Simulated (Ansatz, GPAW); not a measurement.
# Ballistic transport through a Pt chain with a Sn atom on top of one atom, from relaxation to T(E), part 3 of 4

Aim: the conductance of a Pt chain with a Sn atom on top of one atom after relaxation, and whether geometry, basis or functional moves it most.

GPAW 26.7.0 and Ansatz 0.2.0; Ansatz plane waves; relaxation of the junction with the lead ends held (the session's first sound run).

So far, transmission at the Fermi level (one spin): step 3 (plane-wave reference (PBE)) 2.12. Also conductance of the perfect lead (G₀): step 3 4.00.

### 4. Double-zeta polarised basis

Localised orbitals split the wire into layers that couple to their neighbours alone, which is what the Green's function method needs; double zeta with polarisation is the usual level for numbers.

This step: GPAW LCAO, PAW setups; Landauer transmission from Green's functions with principal layers (ASE), zero bias (GPAW 26.7.0).

File run.py:

```python
import json
import numpy as np
from ase import Atoms
from ase.transport.calculators import TransportCalculator
from gpaw import GPAW, FermiDirac
from gpaw.lcao.tools import get_lcao_hamiltonian
from scipy.linalg import eigh

# The junction with lead layers at both ends, along the third cell vector
device = Atoms(
    ['Pt', 'Pt', 'Pt', 'Pt', 'Pt', 'Pt', 'Pt', 'Pt', 'Pt', 'Sn', 'Pt', 'Pt', 'Pt', 'Pt', 'Pt', 'Pt', 'Pt', 'Pt'],
    positions=[
        [4.50000, 4.50000, 1.20000],
        [4.50000, 4.50000, 3.60000],
        [4.50000, 4.50000, 6.00000],
        [4.50000, 4.50000, 8.40000],
        [4.50000, 4.50000, 10.80000],
        [4.50000, 4.50000, 13.20000],
        [4.02582, 4.27477, 15.60512],
        [4.45362, 4.63470, 18.06002],
        [3.52025, 5.02126, 20.40139],
        [5.71478, 3.74791, 20.35057],
        [4.35812, 4.44089, 22.72572],
        [4.23160, 4.94088, 25.19174],
        [4.50000, 4.50000, 27.60000],
        [4.50000, 4.50000, 30.00000],
        [4.50000, 4.50000, 32.40000],
        [4.50000, 4.50000, 34.80000],
        [4.50000, 4.50000, 37.20000],
        [4.50000, 4.50000, 39.60000]],
    cell=[[9.0, 0.0, 0.0], [0.0, 9.0, 0.0], [0.0, 0.0, 40.8]],
    pbc=True)

# One principal layer of the lead: the first 5 atoms of the device
lead = Atoms(
    ['Pt', 'Pt', 'Pt', 'Pt', 'Pt'],
    positions=[
        [4.50000, 4.50000, 1.20000],
        [4.50000, 4.50000, 3.60000],
        [4.50000, 4.50000, 6.00000],
        [4.50000, 4.50000, 8.40000],
        [4.50000, 4.50000, 10.80000]],
    cell=[[9.0, 0.0, 0.0], [0.0, 9.0, 0.0], [0.0, 0.0, 12.0]],
    pbc=True)

settings = dict(mode='lcao', basis='dzp', xc='PBE', h=0.2,
                occupations=FermiDirac(0.1), maxiter=250,
                mixer=dict(beta=0.1, nmaxold=8, weight=100.0),
                convergence=dict(density=0.0001))
energies = np.arange(-2, 2 + 1e-9, 0.025)
eta = 0.0001
n1, n2 = 1, 1
# k and -k transmit alike, so half of the mesh across the current serves
mesh = [(i, j) for i in range(n1) for j in range(n2) if (i, j) <= (-i % n1, -j % n2)]
weights = np.array([1 if (i, j) == (-i % n1, -j % n2) else 2 for i, j in mesh]) / (n1 * n2)

# [... helper functions left out ...]
fermi_lead = ground_state(lead, (1, 1, 10), 'lead.txt')
fermi_device = ground_state(device, (1, 1, 2), 'device.txt')
# [... loop over the mesh left out, but for ...]
        # Shift the lead onto the potential of the device's first layer
        shift = ((H[:, 0, 0] - H0[:, 0, 0]) / S0[0, 0]).real.mean()
# [...]
kT = 8.617333e-5 * 300
bias = [0.1, 0.2, 0.5, 1.0, 1.5, 2.0]
# [... integrals and printing left out ...]
```

Started as:

```bash
OMP_NUM_THREADS=1 OPENBLAS_NUM_THREADS=1 python run.py
```

Numbers of over 12 decimals in the logs are rounded to 6 here.

The log of the run:

```text
basis functions: device 482, principal layer 135
Fermi level: lead -4.5367 eV, device -4.3047 eV; lead shifted by -0.0015 eV
largest coupling past the next layer 8.09e-06 eV, largest misfit of the first layer 0.150 eV
  E-E_F (eV)   T (one spin)  [channel counts left out]
    -2.000    8.8699e-01
    -1.975    8.9347e-01
    -1.950    9.0056e-01
    -1.925    9.0793e-01
    -1.900    9.1536e-01
    -1.875    9.2263e-01
    -1.850    9.2959e-01
    -1.825    9.3610e-01
    -1.800    9.4210e-01
    -1.775    9.4753e-01
    -1.750    9.5239e-01
    -1.725    9.5678e-01
    -1.700    9.6091e-01
    -1.675    9.6529e-01
    -1.650    9.7117e-01
    -1.625    9.8181e-01
[...]
1.825    3.2706e-01
     1.850    3.0963e-01
     1.875    2.9274e-01
     1.900    2.7634e-01
     1.925    2.6037e-01
     1.950    2.4479e-01
     1.975    2.2955e-01
     2.000    2.1463e-01
conductance at 300 K: 2.0966 G0 a cell; thermopower 7.715 uV/K
current from the zero-bias T(E) at 0.1 V: 16.176 uA
current from the zero-bias T(E) at 0.2 V: 31.948 uA
current from the zero-bias T(E) at 0.5 V: 74.426 uA
current from the zero-bias T(E) at 1.0 V: 149.58 uA
current from the zero-bias T(E) at 1.5 V: 235.02 uA
current from the zero-bias T(E) at 2.0 V: 310.6 uA
```

Elapsed: 5.9 min, on 1 thread of Arm Neoverse V1, shared host; peak memory 1.6 GiB.

This step gave:

| Property | Result |
| --- | --- |
| conductance | 2.097 G₀ |
| thermopower | 7.715 μV/K |
| largest coupling past the next principal layer | 8.09e-6 eV |
| largest misfit of the first principal layer | 0.1500 eV |
| shift that aligns the lead | -0.001548 eV |
| basis functions of the junction | 482 |
| basis functions of a principal layer | 135 |
| transmission at the Fermi level (one spin) | 2.121 |

One spin. The transmission, zone mean by energy, zero at the Fermi level:

```
energy (eV)  transmission, zone mean
     -2.000                    0.887
     -1.800                    0.942
     -1.600                     1.01
     -1.400                     1.36
     -1.200                     1.51
     -1.000                     2.31
     -0.800                     3.46
     -0.725                     3.66
     -0.600                     3.46
     -0.400                     2.91
     -0.200                     1.99
     -0.075                     2.24
      0.000                     2.12
      0.200                     1.49
      0.400                     1.10
      0.600                    0.937
      0.800                    0.997
      1.000                    0.829
      1.200                    0.318
      1.375                    0.937
      1.400                    0.882
      1.600                    0.526
      1.800                    0.345
      2.000                    0.215
```

Not self-consistent under bias; the bias window is split evenly. Current through one cell, from the zero-bias transmission against bias:

```
bias (V)  current through one cell, from the zero-bias transmission (μA)
   0.100                                                            16.2
   0.200                                                            31.9
   0.500                                                            74.4
   1.000                                                             150
   1.500                                                             235
   2.000                                                             311
```

Table of transmission of the three most open eigenchannels by energy, zero at the Fermi level:

```
energy (eV)  channel 1  channel 2  channel 3
     -2.000      0.870     0.0141    0.00275
     -1.900      0.901     0.0138     3.9e-4
     -1.800      0.927     0.0140     6.2e-4
     -1.700      0.945     0.0127    0.00343
     -1.600      0.944     0.0608    0.00245
     -1.500      0.776      0.711     0.0168
     -1.400      0.977      0.338     0.0419
     -1.300      0.984      0.289     0.0931
     -1.200      0.952      0.257      0.194
     -1.100      0.968      0.365      0.263
     -1.000      0.847      0.610      0.551
     -0.900      0.893      0.824      0.519
     -0.800      0.936      0.847      0.824
     -0.700      0.994      0.973      0.928
     -0.600      0.993      0.969      0.938
     -0.500      0.994      0.969      0.928
     -0.400      0.992      0.963      0.831
     -0.300      0.922      0.831      0.635
     -0.200      0.955      0.568      0.406
     -0.100      0.993      0.936      0.254
      0.000      0.997      0.925      0.176
      0.100      0.995      0.674      0.120
      0.200      0.991      0.420     0.0708
      0.300      0.997      0.235     0.0137
      0.400      0.968      0.129    0.00494
      0.500      0.931     0.0712    0.00362
      0.600      0.899     0.0349    0.00256
      0.700      0.873    0.00748     8.7e-4
      0.800      0.997     4.3e-7    4.2e-11
      0.900      0.956     4.4e-7    1.1e-12
      1.000      0.829     4.4e-7          0
      1.100      0.634     4.4e-7          0
      1.200      0.318     4.5e-7          0
      1.300      0.255     4.4e-7          0
      1.400      0.882     4.5e-7          0
      1.500      0.666     4.5e-7          0
      1.600      0.526     4.6e-7          0
      1.700      0.426     4.6e-7          0
      1.800      0.345     4.6e-7          0
      1.900      0.276     4.6e-7          0
      2.000      0.215     4.6e-7          0
```

At the Fermi level T is 2.12 against 2.12 in plane waves. Couplings past the next layer reach 8.1e-6 eV, small enough to drop; the matrix elements of the cell's first layer differ from the bulk lead's by up to 0.15 eV. That layer keeps its own values in the calculation, and only beyond it is the lead taken as perfect. The Fermi levels of lead and junction count from different zeros of potential, one for each periodic cell; with both set to zero, the small remaining shift is what aligns them. Without spin-orbit coupling, which is large for these atoms, channel counts and T are those of the scalar-relativistic bands. By hand: G = 2.097 × 77.48 μS = 162 μS, a resistance of 6.16 kΩ; at 0.1 V a linear junction would pass 16.2 μA, and the integral over the bias window gives 16.2 μA. Mott's formula, S = -(π²/3)(k_B²T/e) d ln T/dE, has the prefactor 7.33 μV/K·eV at 300 K; T = 2.179 at -0.025 eV and 2.050 at 0.025 eV give a slope of -1.22 per eV and S = 8.97 μV/K, beside 7.71 μV/K from the thermal integral, which interpolates the same grid.

### 5. GPAW, szp: basis = "szp(dzp)"

One radial function a shell plus polarisation makes the matrices smaller; the question is what that costs.

Edit run.py of step 4 so:

```diff
@@ -45,3 +45,3 @@
 
-settings = dict(mode='lcao', basis='dzp', xc='PBE', h=0.2,
+settings = dict(mode='lcao', basis='szp(dzp)', xc='PBE', h=0.2,
                 occupations=FermiDirac(0.1), maxiter=250,
```

The log of the run:

```text
basis functions: device 269, principal layer 75
Fermi level: lead -4.6629 eV, device -4.4146 eV; lead shifted by -0.0011 eV
largest coupling past the next layer 8.13e-06 eV, largest misfit of the first layer 0.158 eV
  E-E_F (eV)   T (one spin)  [channel counts left out]
    -2.000    8.6944e-01
    -1.975    8.7581e-01
    -1.950    8.8274e-01
[...]
1.975    2.1996e-01
     2.000    2.0524e-01
conductance at 300 K: 2.0891 G0 a cell; thermopower 8.462 uV/K
current from the zero-bias T(E) at 0.1 V: 16.121 uA
current from the zero-bias T(E) at 0.2 V: 31.856 uA
current from the zero-bias T(E) at 0.5 V: 74.204 uA
current from the zero-bias T(E) at 1.0 V: 148.21 uA
current from the zero-bias T(E) at 1.5 V: 233.43 uA
current from the zero-bias T(E) at 2.0 V: 306.32 uA
```

Wall time 3.1 min (1 thread); peak memory 1.5 GiB.

This step gave:

```yaml
conductance: 2.089 G₀
thermopower: 8.462 μV/K
largest_coupling_past_the_next_principal_layer: 8.13e-6 eV
largest_misfit_of_the_first_principal_layer: 0.1582 eV
shift_that_aligns_the_lead: -0.001102 eV
basis_functions_of_the_junction: 269
basis_functions_of_a_principal_layer: 75
transmission_at_the_fermi_level_one_spin: 2.112
```

One spin. The transmission, zone mean by energy, zero at the Fermi level:

```
energy (eV)  transmission, zone mean
     -2.000                    0.869
     -1.800                    0.924
     -1.600                    0.952
     -1.400                     1.36
     -1.200                     1.68
     -1.000                     2.19
     -0.800                     3.34
     -0.700                     3.66
     -0.600                     3.46
     -0.400                     2.89
     -0.200                     2.02
     -0.075                     2.25
      0.000                     2.11
      0.200                     1.45
      0.400                     1.07
      0.600                    0.904
      0.800                    0.998
      1.000                    0.832
      1.200                    0.341
      1.350                    0.949
      1.400                    0.859
      1.600                    0.516
      1.800                    0.336
      2.000                    0.205
```

The conductance, 2.09 G₀, lies 0.4 % below that of the dzp run.

### 6. GPAW, sz: basis = "sz(dzp)"

The minimal basis is the cheapest rung: no second zeta and no polarisation.

Edit run.py of step 5 so:

```diff
@@ -45,3 +45,3 @@
 
-settings = dict(mode='lcao', basis='szp(dzp)', xc='PBE', h=0.2,
+settings = dict(mode='lcao', basis='sz(dzp)', xc='PBE', h=0.2,
                 occupations=FermiDirac(0.1), maxiter=250,
```

The log of the run:

```text
basis functions: device 213, principal layer 60
Fermi level: lead -4.6766 eV, device -4.4247 eV; lead shifted by -0.0014 eV
largest coupling past the next layer 8.11e-06 eV, largest misfit of the first layer 0.062 eV
  E-E_F (eV)   T (one spin)  channels
    -2.000    8.6757e-01    3.0000
    -1.975    8.7428e-01    3.0000
    -1.950    8.8133e-01    3.0000
[...]
1.975    1.8939e-01    1.0000
     2.000    1.7709e-01    1.0000
conductance at 300 K: 2.0806 G0 a cell; thermopower 7.324 uV/K
current from the zero-bias T(E) at 0.1 V: 16.04 uA
current from the zero-bias T(E) at 0.2 V: 31.607 uA
current from the zero-bias T(E) at 0.5 V: 72.875 uA
current from the zero-bias T(E) at 1.0 V: 147.99 uA
current from the zero-bias T(E) at 1.5 V: 233.78 uA
current from the zero-bias T(E) at 2.0 V: 305.01 uA
```

Run time: 2.5 min. Hardware: 1 thread; peak memory 1.4 GiB.

This step gave:

```
conductance                                    : 2.081 G₀
thermopower                                    : 7.324 μV/K
largest coupling past the next principal layer : 8.11e-6 eV
largest misfit of the first principal layer    : 0.06162 eV
shift that aligns the lead                     : -0.001422 eV
basis functions of the junction                : 213
basis functions of a principal layer           : 60
transmission at the Fermi level (one spin)     : 2.110
```

The conductance, 2.08 G₀, lies 0.8 % below that of the dzp run.

### 7. LDA in the dzp basis: xc = "LDA"

Back in the dzp basis, the functional changes from PBE to LDA, to set the spread between functionals beside that between bases.

Edit run.py of step 6 so:

```diff
@@ -45,3 +45,3 @@
 
-settings = dict(mode='lcao', basis='sz(dzp)', xc='PBE', h=0.2,
+settings = dict(mode='lcao', basis='dzp', xc='LDA', h=0.2,
                 occupations=FermiDirac(0.1), maxiter=250,
```

The log of the run:

```text
basis functions: device 482, principal layer 135
Fermi level: lead -4.8574 eV, device -4.6223 eV; lead shifted by -0.0025 eV
largest coupling past the next layer 8.32e-06 eV, largest misfit of the first layer 0.149 eV
  E-E_F (eV)   T (one spin)  [channel counts left out]
    -2.000    9.0058e-01
    -1.975    9.0723e-01
    -1.950    9.1433e-01
[...]
1.975    2.3176e-01
     2.000    2.1722e-01
conductance at 300 K: 2.1001 G0 a cell; thermopower 7.008 uV/K
current from the zero-bias T(E) at 0.1 V: 16.187 uA
current from the zero-bias T(E) at 0.2 V: 31.883 uA
current from the zero-bias T(E) at 0.5 V: 74.072 uA
current from the zero-bias T(E) at 1.0 V: 151.51 uA
current from the zero-bias T(E) at 1.5 V: 237.34 uA
current from the zero-bias T(E) at 2.0 V: 311.41 uA
```

Wall time 5.5 min (1 thread); peak memory 1.6 GiB.

This step gave:

| Property | Result |
| --- | --- |
| conductance | 2.100 G₀ |
| thermopower | 7.008 μV/K |
| largest coupling past the next principal layer | 8.32e-6 eV |
| largest misfit of the first principal layer | 0.1495 eV |
| shift that aligns the lead | -0.002526 eV |
| basis functions of the junction | 482 |
| basis functions of a principal layer | 135 |
| transmission at the Fermi level (one spin) | 2.131 |

One spin. The transmission, zone mean by energy, zero at the Fermi level:

```
energy (eV)  transmission, zone mean
     -2.000                    0.901
     -1.900                    0.929
     -1.800                    0.954
     -1.700                    0.975
     -1.600                     1.09
     -1.500                     1.59
     -1.400                     1.37
     -1.300                     1.37
     -1.200                     1.54
     -1.100                     1.71
     -1.000                     2.36
     -0.900                     2.71
     -0.800                     3.38
     -0.700                     3.64
     -0.600                     3.50
     -0.500                     3.24
     -0.400                     3.01
     -0.300                     2.61
     -0.200                     1.88
     -0.100                     2.18
     -0.075                     2.22
      0.000                     2.13
      0.100                     1.81
      0.200                     1.49
      0.300                     1.26
      0.400                     1.10
      0.500                     1.01
      0.600                    0.941
      0.700                    0.890
      0.800                    0.998
      0.900                    0.933
      1.000                    0.787
      1.100                    0.577
      1.200                    0.242
      1.300                    0.461
      1.350                    0.948
      1.400                    0.856
      1.500                    0.647
      1.600                    0.515
      1.700                    0.420
      1.800                    0.343
      1.900                    0.277
      2.000                    0.217
```

The conductance equals that of the dzp run to 0.2 %.

### 8. Without the relaxation: geometry = "as built"

The dzp basis with PBE on the structure as first built shows what the relaxation was worth.

Edit run.py of step 7 so:

```diff
@@ -18,8 +18,8 @@
         [4.50000, 4.50000, 13.20000],
-        [4.02582, 4.27477, 15.60512],
-        [4.45362, 4.63470, 18.06002],
-        [3.52025, 5.02126, 20.40139],
-        [5.71478, 3.74791, 20.35057],
-        [4.35812, 4.44089, 22.72572],
-        [4.23160, 4.94088, 25.19174],
+        [4.50000, 4.50000, 15.60000],
+        [4.50000, 4.50000, 18.00000],
+        [4.50000, 4.50000, 20.40000],
+        [6.94620, 4.50000, 20.40000],
+        [4.50000, 4.50000, 22.80000],
+        [4.50000, 4.50000, 25.20000],
         [4.50000, 4.50000, 27.60000],
@@ -45,3 +45,3 @@
 
-settings = dict(mode='lcao', basis='dzp', xc='LDA', h=0.2,
+settings = dict(mode='lcao', basis='dzp', xc='PBE', h=0.2,
                 occupations=FermiDirac(0.1), maxiter=250,
```

The log of the run:

```text
basis functions: device 482, principal layer 135
Fermi level: lead -4.5367 eV, device -4.2257 eV; lead shifted by -0.0012 eV
largest coupling past the next layer 8.09e-06 eV, largest misfit of the first layer 0.036 eV
  E-E_F (eV)   T (one spin)  [channel counts left out]
    -2.000    2.7524e+00
    -1.975    2.7543e+00
    -1.950    2.7559e+00
[...]
1.975    6.7023e-02
     2.000    3.4989e-01
conductance at 300 K: 3.3818 G0 a cell; thermopower 2.563 uV/K
current from the zero-bias T(E) at 0.1 V: 26.181 uA
current from the zero-bias T(E) at 0.2 V: 52.238 uA
current from the zero-bias T(E) at 0.5 V: 128.77 uA
current from the zero-bias T(E) at 1.0 V: 253.62 uA
current from the zero-bias T(E) at 1.5 V: 369.92 uA
current from the zero-bias T(E) at 2.0 V: 462.4 uA
```

The job ended after 4.4 min (1 thread; peak memory 1.6 GiB).

This step gave:

```
conductance                                    : 3.382 G₀
thermopower                                    : 2.563 μV/K
largest coupling past the next principal layer : 8.09e-6 eV
largest misfit of the first principal layer    : 0.03587 eV
shift that aligns the lead                     : -0.001212 eV
transmission at the Fermi level (one spin)     : 3.390
```

The conductance, 3.38 G₀, lies 61 % above that of the dzp run.

### 9. All levels side by side

Times are wall times on the hardware named with each run. Results by setting:

```
no.      run  conductance (G₀)     time  memory (GiB)
  1   pw PBE             2.107  3.1 min           5.5
  2      dzp             2.097  5.9 min           1.6
  3      szp             2.089  3.1 min           1.5
  4       sz             2.081  2.5 min           1.4
  5  dzp LDA             2.100  5.5 min           1.6
  6  asbuilt             3.382  4.4 min           1.6
```

[end of part 3 of 4]

[Logs are printed without paths, hosts, clocks, repeated set-up lines and the standing remarks that a program may print on its own settings, such as how far it seeks lower states.]

[Hosts, paths, dates, database ids (printed as entryN), source tags and the programs' standing remarks are cut or masked in the printed files.]
